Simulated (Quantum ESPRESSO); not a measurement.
The system is SiC (Moissanite).

```
CELL_PARAMETERS angstrom
3.07600 0.00000 0.00000
-1.53800 2.66389 0.00000
0.00000 0.00000 5.04800
ATOMIC_POSITIONS crystal
Si 0.66667 0.33333 0.50000
Si 0.33333 0.66667 0.00000
C 0.66667 0.33333 0.88500
C 0.33333 0.66667 0.38500
```

| Property | Result |
| --- | --- |
| Program | Quantum ESPRESSO 7.5 |
| Task | phonons |
| Functional | LDA |
| Potentials or basis | PseudoDojo 0.4.1 SR LDA standard |
| Cutoff | 1116 eV |
| Density cutoff | 4463 eV |
| k mesh | 6 × 6 × 4, shifted |
| Occupations | fermi-dirac, width 0.05 eV |
| Spin | no spin polarisation |
| Form of the LDA correlation | PW92 |
| Mixing beta | 0.5 |
| Most SCF iterations | 120 |
| SCF threshold | 8e-10 Ry |

The cell and the atoms were relaxed first, to 10.12 Å³/atom (a = 3.054 Å, b = 3.054 Å, c = 5.011 Å, α = 90.00°, β = 90.00°, γ = 120.00°), and the response was taken there.

```
Si C
1.0
     3.05414    0.00000    0.00000
    -1.52707    2.64496    0.00000
     0.00000    0.00000    5.01080
Si C
2 2
Direct
  0.66667 0.33333 0.50455
  0.33333 0.66667 0.00455
  0.66667 0.33333 0.88045
  0.33333 0.66667 0.38045
```

The first run showed a gap, so the response started from a second, tighter run with fixed occupations.

**Question.** Where do the zone-centre optical modes lie?

**Answer.** E2 at 259 cm⁻¹ (Raman); B1 at 599 cm⁻¹ (silent); E2 at 768 cm⁻¹ (Raman); A1 at 771 cm⁻¹ (IR and Raman); E1 at 802 cm⁻¹ (IR and Raman); B1 at 843 cm⁻¹ (silent). Polar modes are given without the macroscopic field (transverse values).

Optical modes at Γ, degenerate ones joined, polar ones without the macroscopic field:
| cm⁻¹ | components | symmetry | active in | IR intensity, summed ((D/Å)²/amu) |
| --- | --- | --- | --- | --- |
| 259 | 2 | E2 | Raman | 0.00 |
| 599 | 1 | B1 | silent | 0.00 |
| 768 | 2 | E2 | Raman | 0.00 |
| 771 | 1 | A1 | IR and Raman | 45.73 |
| 802 | 2 | E1 | IR and Raman | 81.14 |
| 843 | 1 | B1 | silent | 0.00 |
